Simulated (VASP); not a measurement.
# TiO2 (P4_2/mnm) in VASP: further runs

Runs on TiO2. Level: PBE. Tasks: single point.

Program: VASP 6.6.1. These are calculated values, not measurements. Logs are shortened: lines on timing, memory, paths and dates and some standing lists are left out, and cuts for length are marked.

**1. The undisturbed crystal**

Symmetry: P4_2/mnm, No. 136, tetragonal system. Conventional cell: a = 4.600 Å, b = 4.600 Å, c = 2.959 Å, α = 90.00°, β = 90.00°, γ = 90.00°. Ti (site symmetry mmm) is surrounded by 6 O at 1.95 to 1.98 Å. O (site symmetry m2m) is surrounded by 3 Ti at 1.95 to 1.98 Å.

The cell is a database's computed one.

**2. Single point, PBE**

Input file INCAR:

```
  ADDGRID = False
  ALGO = Normal
  EDIFF = 1E-7
  ENCUT = 520
  GGA = PE
  ISIF = 2
  ISMEAR = 0
  LASPH = True
  LCHARG = False
  LREAL = False
  LWAVE = False
  NBANDS = 33
  NELM = 100
  PREC = Low
  SIGMA = 0.05
```

Input file KPOINTS:

```
k-points
0
Gamma
  6 6 9
```

Input file POSCAR:

```
TiO2
1.0
    4.5998373239      0.0000000000      0.0000000000
    0.0000000000      4.5998373239      0.0000000000
    0.0000000000      0.0000000000      2.9592135600
Ti O
2 4
Direct
    0.0158320000      0.0032400000      0.4722370000
    0.5214710000      0.5093840000      0.0048770000
    0.3233600000      0.3195450000      0.4593590000
    0.1957040000      0.8057180000      0.0434810000
    0.7872850000      0.2085030000     -0.0059320000
    0.6699180000      0.6742240000      0.5240680000
```

Potentials or basis: VASP PAW PBE potentials, release 64 (Ti_sv, O).

The run is started by

```console
cat potpaw_PBE.64/Ti_sv/POTCAR potpaw_PBE.64/O/POTCAR > POTCAR
mpirun -np 1 vasp_std > vasp.out
```

OUTCAR:

```text
EDIFF = 1E-7
   ENCUT = 520
   GGA = PE
   ISIF = 2
   ISMEAR = 0
   LASPH = True
   LREAL = False
   NELM = 100
   PREC = Low

 Found    164 irreducible k-points:

 Following reciprocal coordinates:
            Coordinates               Weight
  0.000000  0.000000  0.000000      1.000000
  0.166667  0.000000  0.000000      2.000000
  0.000000  0.166667  0.000000      2.000000
  0.333333  0.000000  0.000000      2.000000
  0.000000  0.333333  0.000000      2.000000
  0.500000  0.000000  0.000000      1.000000
   k-points           NKPTS =    164   k-points in BZ     NKDIM =    164   number of bands    NBANDS=     33
   number of dos      NEDOS =    301   number of ions     NIONS =      6
   total plane-waves  NPLWV =  14112
   dimension x,y,z NGX =    28 NGY =   28 NGZ =   18
   dimension x,y,z NGXF=    28 NGYF=   28 NGZF=   18
   ions per type =               2   4
   NGX,Y,Z   is equivalent  to a cutoff of  10.12, 10.12, 10.11 a.u.
   NGXF,Y,Z  is equivalent  to a cutoff of  10.12, 10.12, 10.11 a.u.
 SYSTEM =  unknown system
   PREC   = low       normal or accurate (medium, high low for compatibility)
   ISTART =      0    job   : 0-new  1-cont  2-samecut
   ICHARG =      2    charge: 1-file 2-atom 10-const
   ISPIN  =      1    spin polarized calculation?
   LNONCOLLINEAR =      F non collinear calculations
   LSORBIT =      F    spin-orbit coupling
   LASPH  =      T    aspherical Exc in radial PAW
   ENCUT  =  520.0 eV  38.22 Ry    6.18 a.u.   8.55  8.55  5.50*2*pi/ulx,y,z
   NELM   =    100;   NELMIN=  2; NELMDL= -5     # of ELM steps
   EDIFF  = 0.1E-06   stopping-criterion for ELM
   LREAL  =      F    real-space projection
   EDIFFG = 0.1E-05   stopping-criterion for IOM
   NSW    =      0    number of steps for IOM
   IBRION =     -1    ionic relax: 0-MD 1-quasi-New 2-CG
   NFREE  =      0    steps in history (QN), initial steepest desc. (CG)
   ISIF   =      2    stress and relaxation
   ISYM   =      2    0-nonsym 1-usesym 2-fastsym
   POTIM  = 0.5000    time-step for ionic-motion
   TEBEG  =    0.0;   TEEND  =   0.0 temperature during run
   PSTRESS=    0.0 pullay stress
   NELECT =      48.0000    total number of electrons
   NUPDOWN=      -1.0000    fix difference up-down
   EMIN   =  10.00;   EMAX   =-10.00  energy-range for DOS
   EFERMI =   0.00;   METHOD = LEGACY
   ISMEAR =     0;   SIGMA  =   0.05  broadening in eV -4-tet -1-fermi 0-gaus
   EFERMI_NEDOS =   21; number of points for ismear=-14 and -15
   IALGO  =     38    algorithm
   IMIX   =      4    mixing-type and parameters
     AMIX     =   0.40;   BMIX     =  1.00
     AMIX_MAG =   1.60;   BMIX_MAG =  1.00
  volume/ion in A,a.u.               =      10.44        70.42
  Fermi-wavevector in a.u.,A,eV,Ry     =   1.498309  2.831394 30.544140  2.244931
  Thomas-Fermi vector in A             =   2.610085
   LORBIT       =      0    0 simple, 1 ext, 2 COOP (PROOUT), +10 PAW based schemes
   GGA     = PE    functional components
   LHFCALC =     F    Hartree Fock is set to
   AEXX    =    0.0000 exact exchange contribution
   IVDW    =     0    specifies the selected vdW correction
   LEPSILON=     F    determine dielectric tensor
   LRPA    =     F    only Hartree local field effects (RPA)
 non-spin polarized calculation
 Gauss-broadening in eV      SIGMA  =   0.05
  energy-cutoff  :      520.00
  volume of cell :       62.61
 maximum number of plane-waves:      1720
   NGX = 17   NGY = 17   NGZ = 11

 number of electron      48.0000380 magnetization

 Free energy of the ion-electron system (eV)
  ---------------------------------------------------
  ext. energy  EPLUGINS =         0.00000000
  ---------------------------------------------------
  free energy    TOTEN  =       -52.57389104 eV

  energy without entropy =      -52.57389104  energy(sigma->0) =      -52.57389104

 E-fermi :   5.2408     XC(G=0): -11.3496

 val. band max:        4.9070938787   @ k =   0.0000   0.0000   0.0000
 cond. band min:       6.7489080241   @ k =   0.0000   0.5000   0.4444
 fundamental gap:      1.8418141454
 Fermi energy:         5.2408377998

 k-point     1 :       0.0000    0.0000    0.0000
  band No.  band energies     occupation
      1     -52.2830      2.00000
      2     -51.4333      2.00000
      3     -28.5783      2.00000
      4     -28.4365      2.00000
      5     -28.4032      2.00000
      6     -27.8253      2.00000
[... 25 lines left out ...]
     32      10.9645      0.00000
     33      12.3071      0.00000

 k-point     2 :       0.1667    0.0000    0.0000
  band No.  band energies     occupation
      1     -52.2830      2.00000
      2     -51.4333      2.00000
      3     -28.5767      2.00000
      4     -28.4351      2.00000
      5     -28.4030      2.00000
      6     -27.8277      2.00000
[... 25 lines left out ...]
     32      10.8877      0.00000
     33      12.4141      0.00000

 k-point     3 :       0.0000    0.1667    0.0000
  band No.  band energies     occupation
      1     -52.2830      2.00000
      2     -51.4333      2.00000
      3     -28.5768      2.00000
      4     -28.4350      2.00000
      5     -28.4030      2.00000
      6     -27.8278      2.00000
[... 25 lines left out ...]
     32      10.8850      0.00000
     33      12.4089      0.00000

 k-point     4 :       0.3333    0.0000    0.0000
  band No.  band energies     occupation
      1     -52.2829      2.00000
      2     -51.4333      2.00000
      3     -28.5735      2.00000
      4     -28.4324      2.00000
      5     -28.4023      2.00000
      6     -27.8324      2.00000
[... 25 lines left out ...]
     32      10.7305      0.00000
     33      12.1976      0.00000

 k-point     5 :       0.0000    0.3333    0.0000
  band No.  band energies     occupation
      1     -52.2829      2.00000
      2     -51.4333      2.00000
      3     -28.5737      2.00000
      4     -28.4319      2.00000
      5     -28.4026      2.00000
      6     -27.8329      2.00000
[... 25 lines left out ...]
     32      10.7383      0.00000
     33      12.1725      0.00000

 k-point     6 :       0.5000    0.0000    0.0000
  band No.  band energies     occupation
      1     -52.2829      2.00000
      2     -51.4334      2.00000
      3     -28.5719      2.00000
      4     -28.4310      2.00000
      5     -28.4020      2.00000
      6     -27.8347      2.00000
[... 25 lines left out ...]
     32      10.6977      0.00000
     33      12.0090      0.00000

 [... further k-points ...]

------------------------ aborting loop because EDIFF is reached ----------------------------------------

  FORCE on cell =-STRESS in cart. coord.  units (eV):
  Direction    XX          YY          ZZ          XY          YZ          ZX
  --------------------------------------------------------------------------------------
  -------------------------------------------------------------------------------------
  Total        5.3757450      5.9259715      8.3354258     -0.2405752     -0.4036291     -3.1650730
  in kB      137.5586767    151.6382941    213.2932523     -6.1560212    -10.3283696    -80.9903090
  external PRESSURE =     167.4967410 kB  Pullay stress =       0.0000000 kB

 VOLUME and BASIS-vectors are now :
 -----------------------------------------------------------------------------
  energy-cutoff  :      520.00
  volume of cell :       62.61
      direct lattice vectors                 reciprocal lattice vectors
     4.599837324  0.000000000  0.000000000     0.217398993  0.000000000  0.000000000
     0.000000000  4.599837324  0.000000000     0.000000000  0.217398993  0.000000000
     0.000000000  0.000000000  2.959213560     0.000000000  0.000000000  0.337927622

 POSITION                                       TOTAL-FORCE (eV/Angst)
 -----------------------------------------------------------------------------------
      0.07282      0.01490      1.39745        -0.392600      2.028538      0.567941
      2.39868      2.34308      0.01443        -1.313717     -1.280560      0.597367
      1.48740      1.46986      1.35934        -3.364700     -2.811212      1.673999
      0.90021      3.70617      0.12867        -0.649887      0.292508     -1.570569
      3.62138      0.95908      2.94166         2.248788     -2.148514      0.531701
      3.08151      3.10132      1.55083         3.472116      3.919241     -1.800439
 -----------------------------------------------------------------------------------
    total drift:                                0.004330      0.021213     -0.024563

  FREE ENERGIE OF THE ION-ELECTRON SYSTEM (eV)
  ---------------------------------------------------
  free  energy   TOTEN  =       -52.5738910403 eV

  energy  without entropy=      -52.5738910403  energy(sigma->0) =      -52.57389104
```

Wall time 2.1 min (1 thread of Intel Xeon Platinum 8488C (Sapphire Rapids), shared host); peak memory 0.31 GiB.

The run converged, but some of its settings lie outside the range that counts as converged, so its numbers aren't taken as properties of the crystal.

What came out:

- Free energy: -52.5739 eV
- Pressure: 16.7 GPa
- Largest force: 5.537 eV/Å
- Band gap on the k mesh: 1.84 eV, indirect (least direct gap 1.97 eV)

Caveat: an odd mesh through Γ misses points on the zone boundary, where band edges often lie.

**3. Single point, PBE**

Changes to INCAR since step 2:

```diff
@@ -9,3 +9,3 @@
   LCHARG = False
-  LREAL = False
+  LREAL = Auto
   LWAVE = False
@@ -13,3 +13,3 @@
   NELM = 100
-  PREC = Low
+  PREC = Accurate
   SIGMA = 0.05
```

KPOINTS is that of step 2.

POSCAR is that of step 2.

Potentials or basis: VASP PAW PBE potentials, release 64 (Ti_sv, O).

The run is started by

```console
cat potpaw_PBE.64/Ti_sv/POTCAR potpaw_PBE.64/O/POTCAR > POTCAR
mpirun -np 1 vasp_std > vasp.out
```

Wall time 4.3 min (1 thread of Intel Xeon Platinum 8488C (Sapphire Rapids), shared host); peak memory 0.32 GiB.

The run converged, but some of its settings lie outside the range that counts as converged, so its numbers aren't taken as properties of the crystal.

Results:

```yaml
Free_energy: -52.5692 eV
Pressure: 16.7 GPa
Largest_force: 5.524 eV/Å
Band_gap_on_the_k_mesh: 1.84 eV, indirect (least direct gap 1.97 eV)
```

Caveat: an odd mesh through Γ misses points on the zone boundary, where band edges often lie.

(Part 1 of 2 ends here.)
